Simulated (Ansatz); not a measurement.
Si3N4 (I-43d) from a database structure: a relaxation of cell and atoms in the PAW code Ansatz (PBE). The input holds the cell as the database lists it.

Input (YAML):
```yaml
crystal:
  lattice:
    - [-3.244147, 3.244147, 3.244147]
    - [3.244147, -3.244147, 3.244147]
    - [3.244147, 3.244147, -3.244147]
  atoms:
    - { symbol: Si, position: [0.375, 0.25, 0.625] }
    - { symbol: Si, position: [0.625, 0.375, 0.25] }
    - { symbol: Si, position: [0.875, 0.125, 0.75] }
    - { symbol: Si, position: [0.25, 0.625, 0.375] }
    - { symbol: Si, position: [0.75, 0.875, 0.125] }
    - { symbol: Si, position: [0.125, 0.75, 0.875] }
    - { symbol: "N", position: [0.5, 0.0, 0.06275] }
    - { symbol: "N", position: [0.56275, 0.5, 0.0] }
    - { symbol: "N", position: [0.93725, 0.93725, 0.93725] }
    - { symbol: "N", position: [0.0, 0.56275, 0.5] }
    - { symbol: "N", position: [0.43725, 0.43725, 0.43725] }
    - { symbol: "N", position: [0.0, 0.06275, 0.5] }
    - { symbol: "N", position: [0.5, 0.0, 0.56275] }
    - { symbol: "N", position: [0.06275, 0.5, 0.0] }
kpoints:
  mp_grid: { grid: [6, 6, 6] }
hamiltonian:
  xc: pbe
scf:
  occupations: { method: fermi_dirac, width: 0.02 }
relax:
  f_tol: 0.005
  cell: {}
```

Wall time 7.3 s on 1 × NVIDIA H100 80GB HBM3 with 2 threads of AMD EPYC 7R13 Processor (Zen 3), with other jobs on the host, load about 3.9 per core; peak host memory 1.3 GiB.

Output, abridged:
```
Pseudopotential: Si, paw, valence charge 4, recommended cutoff 420 eV (normal)
Pseudopotential: N, paw, valence charge 5, recommended cutoff 420 eV (normal)
Functional definition: PBE
Crystal: 14 atoms, lattice volume = 136.572 Å³
Basis set: ecut = 420 eV, 2659 PW (Γ)
Bands: 46, of which v1, the nominal top of the filled ones, is band 32 counted from 1 (31 counted from 0)
Symmetry: 24 space group operations
Space group: I-43d (ITA 220)
k-points: 16 of 216 (time reversal used)
relax step 1: F+E_penalty+E_count = -6900.41912650 eV  max|allowed force component| = 2.330e-3 eV/Å  Δτ_max = 0.0000 Å  P = +0.263 GPa  Ω = 136.572 Å³
relax step 2: F+E_penalty+E_count = -6900.41899883 eV  max|allowed force component| = 1.398e-3 eV/Å  Δτ_max = 0.0001 Å  P = +0.127 GPa  Ω = 136.640 Å³
relax step 3: F+E_penalty+E_count = -6900.41882701 eV  max|allowed force component| = 3.116e-4 eV/Å  Δτ_max = 0.0001 Å  P = -0.000 GPa  Ω = 136.704 Å³
relax step 4: F+E_penalty+E_count = -6900.41951467 eV  max|allowed force component| = 3.207e-4 eV/Å  Δτ_max = 0.0000 Å  P = +0.006 GPa  Ω = 136.704 Å³  (SCF on a basis re-selected at this cell)
Free energy (F): -6900.419515 eV
Fermi energy:    11.281471 eV
--- Forces (eV/Å), atoms counted from 1 ---
  atom   1  Si      0.00000      0.00000      0.00000
  atom   2  Si      0.00000      0.00000      0.00000
  atom   3  Si      0.00000      0.00000      0.00000
  atom   4  Si      0.00000      0.00000      0.00000
  atom   5  Si      0.00000      0.00000      0.00000
  atom   6  Si      0.00000      0.00000      0.00000
  atom   7  N     -0.00032    -0.00032      0.00032
  atom   8  N       0.00032    -0.00032    -0.00032
  atom   9  N       0.00032      0.00032      0.00032
  atom  10  N     -0.00032      0.00032    -0.00032
  atom  11  N       0.00032      0.00032      0.00032
  atom  12  N     -0.00032      0.00032    -0.00032
  atom  13  N     -0.00032    -0.00032      0.00032
  atom  14  N       0.00032    -0.00032    -0.00032
--- Stress (GPa, compression-positive) ---
        0.005637       0.000000       0.000000
        0.000000       0.005637       0.000000
        0.000000       0.000000       0.005637
  P = ⅓ Tr σ = 0.0056 GPa (0.056 kbar)
--- Relaxed structure (3 steps of the walk, 3 accepted, 1 SCFs on fresh bases) ---
  F+E_penalty+E_count = -6900.41951467 eV   max|allowed force component| = 3.207e-4 eV/Å
  cell:  # Å, volume = 136.7041 Å³
    - [-3.245193, 3.245193, 3.245193]
    - [3.245193, -3.245193, 3.245193]
    - [3.245193, 3.245193, -3.245193]
  atoms:
    - { symbol: Si, position: [0.375000, 0.250000, 0.625000] }
    - { symbol: Si, position: [0.625000, 0.375000, 0.250000] }
    - { symbol: Si, position: [0.875000, 0.125000, 0.750000] }
    - { symbol: Si, position: [0.250000, 0.625000, 0.375000] }
    - { symbol: Si, position: [0.750000, 0.875000, 0.125000] }
    - { symbol: Si, position: [0.125000, 0.750000, 0.875000] }
    - { symbol: N, position: [0.500000, 0.000000, 0.062712] }
    - { symbol: N, position: [0.562712, 0.500000, 0.000000] }
    - { symbol: N, position: [0.937288, 0.937288, 0.937288] }
    - { symbol: N, position: [0.000000, 0.562712, 0.500000] }
    - { symbol: N, position: [0.437288, 0.437288, 0.437288] }
    - { symbol: N, position: [0.000000, 0.062712, 0.500000] }
    - { symbol: N, position: [0.500000, 0.000000, 0.562712] }
    - { symbol: N, position: [0.062712, 0.500000, 0.000000] }
```

In 3 steps the volume changed by +0.1 %; between the first SCF and the last, each on a basis chosen for its cell, the energy fell by 0.0 meV an atom. Final cell: it is cubic, I-43d (No. 220); conventional cell a = 6.490 Å, 9.76 Å³ an atom. Si is surrounded by 4 N at 1.76 Å; N is surrounded by 3 Si at 1.76 Å.

(Simulation; spin polarisation is off.)
